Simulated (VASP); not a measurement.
# Li (Im-3m) in VASP: a series of runs, part 2 of 2

VASP 6.6.1. Earlier steps stand in the parts before.

## (4) Relaxation of cell and atoms, PBE+D3(BJ)

The input, INCAR:

```
  PREC = Accurate
  ENCUT = 600
  EDIFF = 1E-6
  ISMEAR = 1
  SIGMA = 0.1
  LREAL = False
  LASPH = True
  NELM = 80
  ALGO = Normal
  ISIF = 3
  LWAVE = False
  LCHARG = False
  GGA = PE
  IVDW = 12
  IBRION = 2
  NSW = 90
  EDIFFG = -0.01
```

The input, KPOINTS:

```
regular mesh
0
Gamma
  18 18 18
```

The input, POSCAR:

```
Li
1.0
   -1.7546500000      1.7546500000      1.7546500000
    1.7546500000     -1.7546500000      1.7546500000
    1.7546500000      1.7546500000     -1.7546500000
Li
1
Direct
    0.0000000000      0.0000000000      0.0000000000
```

Potentials or basis: VASP PAW PBE potentials, release 64 (Li_sv).

Started as:

```bash
$ cat potpaw_PBE.64/Li_sv/POTCAR > POTCAR
$ mpirun -np 1 vasp_std > vasp.out
```

OUTCAR:

```text
PREC = Accurate
   ENCUT = 600
   EDIFF = 1E-6
   ISMEAR = 1
   LREAL = False
   LASPH = True
   NELM = 80
   ISIF = 3
   GGA = PE
   IVDW = 12
   IBRION = 2
   NSW = 90
   EDIFFG = -0.01
 IVDW          = 12

 ion  position               nearest neighbor table
   1  0.000  0.000  0.000-

  LATTYP: Found a body centered cubic cell.
 ALAT       =     3.5093000000

  Lattice vectors:

 A1 = (  -1.7546500000,   1.7546500000,   1.7546500000)
 A2 = (   1.7546500000,  -1.7546500000,   1.7546500000)
 A3 = (   1.7546500000,   1.7546500000,  -1.7546500000)

Analysis of symmetry for initial positions (statically):
=====================================================================
 Subroutine PRICEL returns:
 Original cell was already a primitive cell.

 Routine SETGRP: Setting up the symmetry group for a
 body centered cubic supercell.

 Subroutine GETGRP returns: Found 48 space group operations
 (whereof 48 operations were pure point group operations)
 out of a pool of 48 trial point group operations.

The static configuration has the point symmetry O_h .

Analysis of symmetry for dynamics (positions and initial velocities):
=====================================================================
 Subroutine PRICEL returns:
 Original cell was already a primitive cell.

 Routine SETGRP: Setting up the symmetry group for a
 body centered cubic supercell.

 Subroutine GETGRP returns: Found 48 space group operations
 (whereof 48 operations were pure point group operations)
 out of a pool of 48 trial point group operations.

The dynamic configuration has the point symmetry O_h .

 Subroutine INISYM returns: Found 48 space group operations
 (whereof 48 operations are pure point group operations),
 and found     1 'primitive' translations

----------------------------------------------------------------------------------------

                                     Primitive cell

  volume of cell :      21.6088

  direct lattice vectors                    reciprocal lattice vectors
    -1.754650000  1.754650000  1.754650000     0.000000000  0.284957114  0.284957114
[... 92 lines left out ...]
   POTIM  = 0.5000    time-step for ionic-motion
   TEBEG  =    0.0;   TEEND  =   0.0 temperature during run
   PSTRESS=    0.0 pullay stress
   NELECT =       3.0000    total number of electrons
   NUPDOWN=      -1.0000    fix difference up-down
   EMIN   =  10.00;   EMAX   =-10.00  energy-range for DOS
   EFERMI =   0.00;   METHOD = LEGACY
   ISMEAR =     1;   SIGMA  =   0.10  broadening in eV -4-tet -1-fermi 0-gaus
   EFERMI_NEDOS =   21; number of points for ismear=-14 and -15
   IALGO  =     38    algorithm
   IMIX   =      4    mixing-type and parameters
     AMIX     =   0.40;   BMIX     =  1.00
     AMIX_MAG =   1.60;   BMIX_MAG =  1.00
  volume/ion in A,a.u.               =      21.61       145.82
  Fermi-wavevector in a.u.,A,eV,Ry     =   0.847692  1.601906  9.776898  0.718582
  Thomas-Fermi vector in A             =   1.963238
   LORBIT       =      0    0 simple, 1 ext, 2 COOP (PROOUT), +10 PAW based schemes
   GGA     = PE    functional components
   LHFCALC =     F    Hartree Fock is set to
   AEXX    =    0.0000 exact exchange contribution
   IVDW    =    12    specifies the selected vdW correction
   LEPSILON=     F    determine dielectric tensor
   LRPA    =     F    only Hartree local field effects (RPA)
 conjugate gradient relaxation of ions
 non-spin polarized calculation
 Methfessel and Paxton  Order N= 1 SIGMA  =   0.10
  energy-cutoff  :      600.00
  volume of cell :       21.61
 maximum number of plane-waves:       736
   NGX = 13   NGY = 13   NGZ = 13

--------------------------------------- Ionic step        1  -------------------------------------------

 number of electron       2.9999991 magnetization

 Free energy of the ion-electron system (eV)
  ---------------------------------------------------
  ext. energy  EPLUGINS =         0.00000000
  ---------------------------------------------------
  free energy    TOTEN  =        -1.90136036 eV

  energy without entropy =       -1.90111616  energy(sigma->0) =       -1.90127896

------------------------ aborting loop because EDIFF is reached ----------------------------------------

 Edisp (eV)   -0.15881

 E8    (eV) :    -0.0663
[... 186 lines left out ...]
--------------------------------------- Ionic step        6  -------------------------------------------

 number of electron       2.9999999 magnetization

 Free energy of the ion-electron system (eV)
  ---------------------------------------------------
  ext. energy  EPLUGINS =         0.00000000
  ---------------------------------------------------
  free energy    TOTEN  =        -1.89620641 eV

  energy without entropy =       -1.89592590  energy(sigma->0) =       -1.89611291

 E-fermi :   0.9735     XC(G=0):  -7.3360

 val. band max:        0.9530663579   @ k =   0.2778   0.2222   0.0000
 cond. band min:       0.9999419942   @ k =   0.3333   0.1667   0.0000
 fundamental gap:      0.0468756363
 Fermi energy:         0.9735143014

 k-point     1 :       0.0000    0.0000    0.0000
  band No.  band energies     occupation
      1     -45.3619      2.00000
      2      -2.7443      2.00000
      3      16.8471      0.00000
      4      16.8471      0.00000
      5      16.8472      0.00000
[... 177 lines left out ...]
 k-point    24 :       0.3889    0.1111    0.0000
  band No.  band energies     occupation
      1     -45.3316      2.00000
      2       1.0776     -0.05778
      3       5.1474      0.00000
      4      10.9676      0.00000
      5      12.8351      0.00000

 [... further k-points ...]

------------------------ aborting loop because EDIFF is reached ----------------------------------------

 Edisp (eV)   -0.19005

 E8    (eV) :    -0.0790
[... 24 lines left out ...]
  FREE ENERGIE OF THE ION-ELECTRON SYSTEM (eV)
  ---------------------------------------------------
  free  energy   TOTEN  =        -2.0862571305 eV

  energy  without entropy=       -2.0859766281  energy(sigma->0) =       -2.08616363

 reached required accuracy - stopping structural energy minimisation
```

Run time: 50 s. Hardware: 1 thread of Intel Xeon Platinum 8259CL at 2.50GHz (Skylake/Cascade Lake), shared host; peak memory 0.15 GiB.

What came out:

```yaml
Free_energy: -2.0863 eV
Relaxed_volume: 18.03 Å³/atom
Relaxed_cell: a = 2.861 Å, b = 2.861 Å, c = 2.861 Å, α = 109.47°, β = 109.47°, γ = 109.47°
Space_group_after_relaxing_to_0.05_Å: Im-3m (No. 229)
Energy_gained_by_relaxing: 26.1 meV/atom
Ionic_steps: 6
Pressure_after_relaxing: 0.0 GPa
Band_gap_on_the_k_mesh: none (metal or under the smearing width)
Dispersion_energy_per_atom: -0.190 eV
```

Step by step:
```
step  energy change (eV)  largest force (eV/Å)  pressure (GPa)  volume (Å³)
   1              0.0000                0.0000           -2.07        21.61
   2             -0.0102                0.0000           -1.71        20.75
   3             -0.0244                0.0000           -0.64        18.89
   4             -0.0030                0.0000            3.29        15.51
   5             -0.0261                0.0000           -0.14        18.21
   6             -0.0261                0.0000            0.05        18.03
```

Final structure:
```yaml
crystal:
  lattice:
    - [-1.65189, 1.65189, 1.65189]
    - [1.65189, -1.65189, 1.65189]
    - [1.65189, 1.65189, -1.65189]
  atoms:
    - { symbol: Li, position: [0.00000, 0.00000, 0.00000] }
```

Caveat: the cutoff is under 1.25 times the usual one of these potentials, so pressure, stress and relaxed cells hold a basis-set (Pulay) error; the volume moved by over 15 % at a fixed basis, so the end points are rough; the volume moved by -17 % from the deposited cell, more than functionals usually miss; pairwise dispersion overbinds metals, which lowers pressure and volume.

## (5) Relaxation of cell and atoms, PBE+D3(BJ)

This run uses another cell than the first one, of 18.03 Å³/atom, 0.834 times its volume.

INCAR: that of step 4 with these lines changed.

```diff
@@ -2,3 +2,3 @@
   ENCUT = 600
-  EDIFF = 1E-6
+  EDIFF = 1E-7
   ISMEAR = 1
@@ -16,2 +16,2 @@
   NSW = 90
-  EDIFFG = -0.01
+  EDIFFG = -0.005
```

KPOINTS is that of step 4.

The input, POSCAR:

```
Li                                      
1.0
   -1.6518937580      1.6518937580      1.6518937580
    1.6518937580     -1.6518937580      1.6518937580
    1.6518937580      1.6518937580     -1.6518937580
  Li            
     1
Direct
     1.0000000000000000    0.0000000000000000    0.0000000000000000
```

Started as:

```bash
$ cat potpaw_PBE.64/Li_sv/POTCAR > POTCAR
$ mpirun -np 1 vasp_std > vasp.out
```

It took 30 s on 1 thread of Intel Xeon Platinum 8259CL at 2.50GHz (Skylake/Cascade Lake), shared host; peak memory 0.15 GiB.

It converged, with:

```
Free energy                            : -2.0818 eV
Relaxed volume                         : 18.18 Å³/atom
Relaxed cell                           : a = 2.869 Å, b = 2.869 Å, c = 2.869 Å, α = 109.47°, β = 109.47°, γ = 109.47°
Space group after relaxing (to 0.05 Å) : Im-3m (No. 229)
Energy gained by relaxing              : 0.1 meV/atom
Ionic steps                            : 3
Pressure after relaxing                : 0.0 GPa
Band gap on the k mesh                 : none (metal or under the smearing width)
Dispersion energy per atom             : -0.189 eV
```

Final structure:
```xyz
1
Lattice="-1.6564 1.6564 1.6564 1.6564 -1.6564 1.6564 1.6564 1.6564 -1.6564" Properties=species:S:1:pos:R:3 pbc="T T T"
Li    0.0000    0.0000    0.0000
```

Levels at points of the mesh, in eV from the Fermi level:
| k point | band 1 | band 2 | band 3 | band 4 |
| --- | --- | --- | --- | --- |
| (0.00, 0.00, 0.00) | -46.35 | -3.71 | 15.78 | 15.78 |
| (0.50, 0.00, 0.00) | -46.32 | 0.21 | 3.63 | 11.17 |
| (0.50, 0.50, 0.50) | -46.30 | 5.92 | 5.92 | 5.92 |

Caveat: the cutoff is under 1.25 times the usual one of these potentials, so pressure, stress and relaxed cells hold a basis-set (Pulay) error; pairwise dispersion overbinds metals, which lowers pressure and volume. Zero-point motion and thermal expansion aren't in these numbers.

## (6) Relaxation of cell and atoms, LDA

The input, INCAR:

```
PREC     = Accurate       # precision mode
ENCUT    = 600            # plane-wave cutoff, eV
EDIFF    = 1E-6           # SCF threshold, eV
ISMEAR   = 1              # smearing method
SIGMA    = 0.1            # smearing width, eV
LREAL    = False          # projectors in reciprocal space
LASPH    = True           # aspherical terms in the spheres
NELM     = 80             # most SCF steps
ALGO     = Normal         # electronic algorithm
ISIF     = 3              # what is computed and relaxed
LWAVE    = False          # write WAVECAR
LCHARG   = False          # write CHGCAR
GGA      = CA             # functional
IBRION   = 2              # ionic algorithm
NSW      = 90             # ionic steps
EDIFFG   = -0.01          # ionic threshold
```

KPOINTS is that of step 5.

The input, POSCAR:

```
Li
1.0
   -1.7546500000      1.7546500000      1.7546500000
    1.7546500000     -1.7546500000      1.7546500000
    1.7546500000      1.7546500000     -1.7546500000
Li
1
Direct
    0.0000000000      0.0000000000      0.0000000000
```

Potentials or basis: VASP PAW LDA potentials, release 64 (Li_sv).

Started as:

```bash
$ cat potpaw_LDA.64/Li_sv/POTCAR > POTCAR
$ mpirun -np 1 vasp_std > vasp.out
```

It took 33 s on 1 thread of Intel Xeon Platinum 8375C at 2.90GHz (Ice Lake), shared host; peak memory 0.13 GiB.

Results (log left out):

```yaml
Free_energy: -2.0477 eV
Relaxed_volume: 18.68 Å³/atom
Relaxed_cell: a = 2.895 Å, b = 2.895 Å, c = 2.895 Å, α = 109.47°, β = 109.47°, γ = 109.47°
Space_group_after_relaxing_to_0.05_Å: Im-3m (No. 229)
Energy_gained_by_relaxing: 16.9 meV/atom
Ionic_steps: 4
Pressure_after_relaxing: 0.1 GPa
Band_gap_on_the_k_mesh: none (metal or under the smearing width)
```

Step by step:
```csv
step,energy change (eV),largest force (eV/Å),pressure (GPa),volume (Å³)
1,0.0000,0.0000,-1.68,21.61
2,-0.0067,0.0000,-1.39,20.91
3,-0.0163,0.0000,-0.38,19.23
4,-0.0169,0.0000,0.05,18.68
```

Final structure:
```cif
data_structure
_symmetry_space_group_name_H-M 'P 1'
_symmetry_Int_Tables_number 1
_cell_length_a 2.8951
_cell_length_b 2.8951
_cell_length_c 2.8951
_cell_angle_alpha 109.471
_cell_angle_beta 109.471
_cell_angle_gamma 109.471
_cell_volume 18.68
loop_
_atom_site_label
_atom_site_type_symbol
_atom_site_fract_x
_atom_site_fract_y
_atom_site_fract_z
_atom_site_occupancy
Li1 Li 0.00000 0.00000 0.00000 1
```

Levels at points of the mesh, in eV from the Fermi level:
```
           k point  band 1  band 2  band 3  band 4  band 5
(0.00, 0.00, 0.00)  -45.50   -3.61   15.20   15.20   15.20
(0.50, 0.00, 0.00)  -45.47    0.20    3.57   10.77   12.37
(0.50, 0.50, 0.50)  -45.45    5.72    5.72    5.72    8.21
```

Caveat: the cutoff is under 1.25 times the usual one of these potentials, so pressure, stress and relaxed cells hold a basis-set (Pulay) error; the volume moved by -14 % from the deposited cell, more than functionals usually miss. LDA usually gives volumes a few per cent too small.

## (7) Overview

| level | potentials or basis | gap on the mesh (eV) | pressure (GPa) | relaxed volume (Å³/atom) |
| --- | --- | --- | --- | --- |
| r2SCAN | VASP PAW PBE potentials, release 64 (Li_sv) | none | 0.0 | - |
| PBE+D3(BJ) | VASP PAW PBE potentials, release 64 (Li_sv) | none | 0.0 | 18.18 |
| LDA | VASP PAW LDA potentials, release 64 (Li_sv) | none | 0.1 | 18.68 |

Alike in all rows: task relaxation of cell and atoms; no spin polarisation; cell relaxed; k mesh 18 × 18 × 18; cutoff (eV) 600; smearing methfessel-paxton 0.1 eV.

Caveats: the cutoff is under 1.25 times the usual one of these potentials, so pressure, stress and relaxed cells hold a basis-set (Pulay) error; the relaxation stopped at its first step, so nothing moved (some runs); the PAW data sets were made with another functional, which shifts forces and pressure a little (some runs); pairwise dispersion overbinds metals, which lowers pressure and volume (some runs); the volume moved by -14 % from the deposited cell, more than functionals usually miss (some runs).

Absolute energies hang on the potentials; compare differences alone.
